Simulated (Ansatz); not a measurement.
**Two Ansatz runs on NaCl**

The structure is an experimental refinement, used without relaxation. It was measured hot, at 423 K. The listed cell was then made from it by scaling, straining or moving an atom.

First run: DFT, PBE, PAW with Ansatz's default frozen-core files, scalar-relativistic (Ansatz 0.2.0).

Command: `ansatz run input.yaml --threads 1 --pin off --max-ram 2048MiB --backend cpu --events-out ev --progress --plain --runs-dir out` The run took 1.4 s on 1 thread of Intel(R) Xeon(R) 6975P-C (Granite Rapids) (shared host), peak memory 0.38 GiB.

```yaml
crystal:
  lattice:
    - [0.04247625, 2.852988125, 2.852988125]
    - [2.852988125, 0.04247625, 2.852988125]
    - [2.852988125, 2.852988125, 0.04247625]
  atoms:
    - { symbol: Na, position: [0.0, 0.0, 0.0] }
    - { symbol: Cl, position: [0.5, 0.5, 0.5] }
kpoints:
  mp_grid: { grid: [7, 7, 7] }
scf:
  occupations: { method: fermi_dirac, width: 0.03 }
hamiltonian:
  xc: pbe
  pseudopotentials: { kind: paw }
output:
  forces: true
  stress: true
  eigenvalues: true
  efg: { contact_densities: true }
  write_density: true
  write_potential: true
  elf: true
  volumetric_format: npy
```

Result: converged; pressure 0.42 GPa; gap on the k mesh 5.03 eV (the mesh can miss the band edges); 7 SCF iterations.

A second run of a changed input logged this at its end:

```
SCF iter   2: F=—  HF=-2512.872105 eV  |F-HF|=—  |Δ(HF+E_count)|=    1.16e1  Δρ=8.06e-2  dr2=9.74e-1  ethr=1.77e-3  ⟨swp⟩=3.0  Hψ=1839  notcnv=0
SCF iter   3: F=—  HF=-2511.772229 eV  |F-HF|=—  |Δ(HF+E_count)|=    1.10e0  Δρ=8.34e-3  dr2=7.28e-3  ethr=1.77e-3  ⟨swp⟩=2.0  Hψ=1057  notcnv=0
SCF iter   4: F=—  HF=-2511.769892 eV  |F-HF|=—  |Δ(HF+E_count)|=   2.34e-3  Δρ=1.53e-3  dr2=5.86e-4  ethr=4.55e-5  ⟨swp⟩=2.0  Hψ=1057  notcnv=0
SCF iter   5: F=—  HF=-2511.769705 eV  |F-HF|=—  |Δ(HF+E_count)|=   1.87e-4  Δρ=3.64e-4  dr2=3.69e-5  ethr=3.66e-6  ⟨swp⟩=2.4  Hψ=841  notcnv=0
SCF iter   6: F=—  HF=-2511.769845 eV  |F-HF|=—  |Δ(HF+E_count)|=   1.39e-4  Δρ=1.03e-4  dr2=6.70e-6  ethr=2.31e-7  ⟨swp⟩=2.0  Hψ=892  notcnv=0
SCF iter   7: F=—  HF=-2511.769843 eV  |F-HF|=—  |Δ(HF+E_count)|=   1.74e-6  Δρ=4.53e-5  dr2=1.22e-6  ethr=4.19e-8  ⟨swp⟩=1.6  Hψ=628  notcnv=0
SCF iter   8: F=-2511.769843 eV  HF=-2511.769843 eV  |F-HF|=2.20e-8  |Δ(HF+E_count)|=   1.45e-7  Δρ=8.60e-6  dr2=2.27e-8  ethr=6.25e-10  ⟨swp⟩=2.0  Hψ=1835  notcnv=0
Error: refused after 8 iterations: one_centre_occupation = 2.07e0 (threshold 2.00e0); read on the Na atom at site 0 (counted from 0), in its partial waves of l = 1. The loop had accepted its state. The figure is how many electrons the atom's PAW partial-wave expansion lays in one spin orbital inside its sphere. Of a state that the partial waves describe, at an atom whose sphere does not reach far into another's, it is at most what a level can hold: about one, and more with the corrected tetrahedra; the threshold leaves room over one. Most likely the run has filled a ghost state, a level that the dataset's projectors bind and the atom lacks (a dataset that is sound under one functional can have one under another), or spheres, of atoms or of an atom and its images, overlap so deeply that the expansion counts electrons twice. The SCF's residuals do not see that, and the energy, the forces and the levels can be wrong by many eV: no result is given. To try: another dataset for the element (`hamiltonian.pseudopotentials`: `source: ansatz` if the run read another table, another `kind`, or another file under `azcp`); where atoms stand so close that spheres overlap deeply, one of a smaller sphere or a norm-conserving one, and a check of the cell and the positions; where they do not, in a run that starts from atoms and not from what this one saved, a damped mixing, which may end on a state that leaves the ghost empty: `scf.mixing.preconditioner: none` with `scf.mixing.beta` at its default or smaller; at another step of the mixing, smaller or larger, or under a restart policy an SCF can converge to a state of higher free energy: the input reference at `scf.mixing.restart` says how to compare two converged runs, both of this deck on this dataset (the refused run is not one); this check reads filled levels alone, so hold a damped run's empty levels and gap against another dataset's. If no spheres overlap deeply and the dataset is of this program's library, report it, with the deck
```

Q: What was wrong with the input?

A: A cutoff far too low, by this change (others could give a like log):
```diff
@@ -11,4 +11,5 @@
 scf:
   occupations: { method: fermi_dirac, width: 0.03 }
+  max_iter: 75
 hamiltonian:
   xc: pbe
@@ -19,7 +20,5 @@
   eigenvalues: true
   efg: { contact_densities: true }
-  write_density: true
-  write_potential: true
-  elf: true
-  volumetric_format: npy
+basis:
+  ecutwfc: "120 eV"
```
